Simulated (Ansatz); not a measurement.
Runs of Ansatz 0.2.0 on Lu. The structure is cubic, space group Im-3m (No. 229). The conventional cell has a = 3.908 Å, b = 3.908 Å, c = 3.908 Å, α = 90.00°, β = 90.00°, γ = 90.00°. Lu (site symmetry m-3m) is surrounded by 8 Lu at 3.38 Å. This isn't the form of Lu at room conditions, which is hcp.

```tsv
task	level	potentials or basis	spin	fixed moment (μB)	cell	k mesh	cutoff (eV)	smearing	sphere radius (all atoms)	moments locked	optics k mesh	broadening	basis error allowed	other keys	gap on the mesh (eV)	pressure (GPa)	moment (μB)
projected density of states	LDA	all-electron LAPW, scalar-relativistic	non-collinear, random start	-	as given	8 × 8 × 8	317	gaussian 0.1 eV	1.354 Å	-	-	-	0.001 eV/atom	hamiltonian.pseudopotentials.lapw.muffin_tin_radii = 1.354	-	(a)	0.00
single point	SVWN5	all-electron LAPW, point nuclei	collinear, ferromagnetic start, moments held on the sites	-	as given	10 × 10 × 10	194	cold 0.025 eV	-	each atom's moment, at its start value	-	-	0.0005 eV/atom	-	none	-	0.89
density of states	LDA	all-electron LAPW, relativistic spinors	SOC, no magnetisation	-	as given	8 × 8 × 8	195	methfessel-paxton 0.025 eV	-	-	-	-	0.0005 eV/atom	-	none	-6.1	-
relaxation of cell and atoms	BLYP+D3(BJ)+ATM	all-electron LAPW, relativistic spinors	SOC, no magnetisation	-	relaxed from: volume scaled by 1.15	8 × 8 × 8	-	fermi-dirac 0.05 eV	-	-	-	-	0.0005 eV/atom	-	-	0.0	-
```

Q: Estimate the missing entries.

A: (a) -5.5.

Caveats: spin-orbit coupling is left out, which moves the levels of the heavy elements (some runs); the starting moments weren't kept (some runs); the SCF stop doesn't bound the stress (some runs); each atom's moment is held at its typed value, so this isn't a free magnetic state (some runs).

A k mesh can miss the band edges, and rows without SOC leave out spin-orbit coupling on Lu.

A gap of «none» marks a metal or a gap under the smearing width.

The runs don't all hold the same shells in valence.

Runs at the PBE level aren't shown here.
